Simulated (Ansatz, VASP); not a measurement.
**Sc: VASP beside Ansatz**

The input INCAR:

```
SYSTEM = Sc
PREC = Accurate ; ENCUT = 520
EDIFF = 1E-6 ; ISMEAR = 1
SIGMA = 0.15 ; LREAL = .FALSE.
LASPH = .TRUE. ; NELM = 60
ALGO = Normal ; ISIF = 2
LWAVE = .FALSE. ; LCHARG = .TRUE.
GGA = PE ; LELF = .TRUE.
LVHAR = .TRUE. ; NBANDS = 12
```

File KPOINTS:

```
regular mesh
0
G
  12 12 12
  0 0 0
```

POSCAR

```
Sc
1.0
    0.0000000000      2.2705000000      2.2705000000
    2.2705000000      0.0000000000      2.2705000000
    2.2705000000      2.2705000000      0.0000000000
Sc
1
Direct
    0.0000000000      0.0000000000      0.0000000000
```

Input for Ansatz:

```yaml
crystal:
  lattice:
    - [0.0, 2.2705, 2.2705]
    - [2.2705, 0.0, 2.2705]
    - [2.2705, 2.2705, 0.0]
  atoms:
    - { symbol: Sc, position: [0.0, 0.0, 0.0] }
kpoints:
  mp_grid: { grid: [12, 12, 12] }
scf:
  occupations: { method: cold, width: 0.15 }
hamiltonian:
  xc: pbe
  pseudopotentials: { kind: all_electron, lapw: { basis_error: 0.00025 } }
output:
  forces: true
  stress: true
  eigenvalues: true
```

Alike in both runs: task single point; functional PBE; k mesh 12 × 12 × 12; no spin polarisation.

|  | VASP | Ansatz |
| --- | --- | --- |
| version | VASP 6.6.1 | Ansatz 0.2.0 |
| potentials or method | VASP PAW PBE potentials, release 64 (Sc_sv) | all-electron LAPW, scalar-relativistic |
| plane-wave cutoff (eV) | 520 | see its input |
| occupations | methfessel-paxton of order 1, width 0.15 eV | cold, width 0.15 eV |

```tsv
	VASP	Ansatz	Ansatz less VASP
pressure (GPa)	2.9	2.9	-0.04
```

Ansatz ran all-electron here, so the differences hold the error of VASP's frozen core and of both bases.
